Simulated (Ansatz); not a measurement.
**A vibration from a frozen displacement in BN**

Level of theory: DFT PBEsol, scalar-relativistic, plane waves, PAW in Ansatz. Cutoff 420 eV, Γ-centred 12×12×6 k-points, Gaussian smearing of 0.05 eV. No spin polarisation. Energies are free energies at this smearing, counted from the undisturbed cell; pressure is positive in compression.

The undisturbed cell (as given, not relaxed at this level; it stands at -5.9 GPa; this wurtzite form isn't the usual structure):

```
B N
1.0
     2.55394    0.00000    0.00000
    -1.27697    2.21178    0.00000
     0.00000    0.00000    4.22685
B N
2 2
Direct
  0.66667 0.33333 0.99972
  0.33333 0.66667 0.49972
  0.66667 0.33333 0.62528
  0.33333 0.66667 0.12528
```

Every N atom is moved by x along the Cartesian unit vector (0.000, 0.000, 1.000); the cell and all other atoms stay fixed. The cell's volume is 23.88 Å³; the moved atoms weigh 28.014 u together and the others 21.620 u.

| x (Å) | ΔE (meV/cell) | total force on the moved atoms along the move (eV/Å) | pressure (GPa) |
| --- | --- | --- | --- |
| -0.3000 | 1137.94 | 4.8550 | 11.2283 |
| -0.2250 | 758.61 | 5.1246 | 5.7858 |
| -0.1500 | 391.82 | 4.4918 | 0.4935 |
| -0.0750 | 111.33 | 2.8022 | -3.7385 |
| 0.0000 | 0.00 | -0.0258 | -5.9073 |
| 0.0750 | 144.10 | -4.0100 | -4.9065 |
| 0.1500 | 630.92 | -9.1740 | 0.4997 |
| 0.2250 | 1552.43 | -15.6346 | 11.7211 |
| 0.2625 | 2208.80 | -19.4450 | 20.0190 |
| 0.3000 | 3016.87 | -23.7424 | 30.4207 |

Question: What frequency belongs to this motion?

Answer: The force constant is k = −dF/dx = 45.415 eV/Å², from the parabola through x = -0.0750, 0 and 0.0750. In every cell the moved atoms swing against the rest, so the mass is μ = m₁m₂/(m₁ + m₂) = 12.203 u, and ν̃ = 521.5 cm⁻¹ × √(|k|/μ) = 1006 cm⁻¹, at this cell's pressure of -5.9 GPa. To first order in x, and within 1 %, the force on every atom lies along the move and, within each of the two groups, in proportion to the atom's mass, so this is itself a mode at the zone centre of this cell, taken without macroscopic field (the transverse frequency in a polar insulator).

Question: How far does the harmonic law reach?

Answer: At x = -0.300 Å, kx²/2 = 2043.66 meV against the computed 1137.94 meV (-44.3 %): the well softens in this direction at large amplitude.

Cost: 10 runs of about 0.69 core-minutes in all, on Intel Xeon Processor @ 2.50GHz (Skylake/Cascade Lake) (shared hosts).